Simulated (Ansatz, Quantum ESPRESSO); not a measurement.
# Ta: the pressure in 2 programs

The cell as given:

It takes space group Im-3m (No. 229, cubic). The conventional cell has a = 3.303 Å, b = 3.303 Å, c = 3.303 Å, α = 90.00°, β = 90.00°, γ = 90.00°. Around Ta (site symmetry m-3m) lie 8 Ta at 2.86 Å.

Kept alike: task relaxation of cell and atoms; functional PBEsol; k mesh 11 × 11 × 11; occupations fermi-dirac, width 0.05 eV; no spin polarisation. The mesh is that of the run's cell of 1 atom. No spin-orbit coupling.

- A: Ansatz, all-electron LAPW, scalar-relativistic
- B: Quantum ESPRESSO, GBRV 1.5 PBEsol, cutoff 871 eV

```csv
pressure (GPa),A: volume (Å³/atom),B: volume (Å³/atom)
0,17.622,17.610
5,17.230,17.221
10,16.882,16.875
20,16.271,16.272
30,15.750,15.756
```

Values hold for each row's relaxed cell, which stops near the pressure aimed at. The runs follow the start's structure, whether or not it is the stable one at these pressures.

Q: How large is the effect of the pressure, and do the programs agree on it?

A: From 0 to 30 GPa the volume moves by -1.872 in A, -1.854 in B (Å³/atom). Row by row the programs differ by 0.001 to 0.012, and over this span the shifts, as printed, agree within about 1 %.
